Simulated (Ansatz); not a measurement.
**Cu under changes of volume**

One of the cells (11.810 Å³/atom); the others are scaled copies at fixed shape and fractional positions:

```xyz
1
Lattice="0.0000 1.8075 1.8075 1.8075 0.0000 1.8075 1.8075 1.8075 0.0000" Properties=species:S:1:pos:R:3 pbc="T T T"
Cu    0.0000    0.0000    0.0000
```

| Quantity | Value |
| --- | --- |
| Program | Ansatz 0.2.0 |
| Functional | PBE |
| Potentials or basis | Ansatz PAW |
| Cutoff | 420 eV (not typed: the program's choice for these potentials) |
| k mesh | 13 × 13 × 13 |
| Occupations | fermi-dirac, width 0.05 eV |
| Spin | no spin polarisation |

```tsv
volume (Å³/atom)	energy over the lowest point (meV/atom)	pressure (GPa)
11.102	30.22	12.5
11.338	14.85	8.4
11.574	5.08	4.9
11.810	0.33	1.7
12.047	0.00	-1.2
12.283	3.61	-3.7
12.519	?	?
```

What does the run at 12.519 Å³/atom give?

Energy over the lowest point 10.71 meV/atom; pressure -5.9 GPa.

Worked out: A Birch-Murnaghan fit of order 3 (a polynomial in V^(-2/3)) to the other rows has its minimum at 11.95 Å³/atom with B0 = V·E''(V) = 142 GPa and B' = 5.0. It gives 10.71 meV/atom at 12.519 Å³/atom, against the run's 10.71, and -dE/dV = -5.9 GPa, against -5.9.

Energies are extrapolated to zero smearing.
